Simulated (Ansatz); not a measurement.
P, a slab with vacuum:

```
P
1.0
     3.28373    0.00000    0.00000
     0.00000   34.85703    0.00000
     0.00000    0.00000    4.63208
P
4
Direct
  0.50000 0.97026 0.90785
  0.50000 0.02974 0.09215
  0.00000 0.02974 0.40785
  0.00000 0.97026 0.59215
```

Base run:

| Quantity | Value |
| --- | --- |
| Program | Ansatz 0.2.0 |
| Functional | r2SCAN |
| Potentials or basis | Ansatz PAW |
| Cutoff | 500 eV (not typed: the program's choice for these potentials) |
| k mesh | 8 × 1 × 6 |
| Occupations | fermi-dirac, width 0.05 eV |
| Spin | no spin polarisation |

Its results: band gap on the k mesh 1.10 eV, direct; largest force 0.104 eV/Å.

Q: The run is repeated on the same cell with these changes: functional from r2SCAN to LDA; cutoff from 500 eV (not typed: the program's choice for these potentials) to 420 eV (not typed: the program's choice for these potentials). What comes out?

A: Band gap on the k mesh 0.84 eV, direct; largest force 0.171 eV/Å.

r2SCAN gives the wider gap, since meta-GGAs in the generalised Kohn-Sham scheme recover part of the derivative discontinuity.

Caveats: the PAW data sets come from PBE, with cores solved anew for the run's functional, which leaves a small shift of forces and pressure.
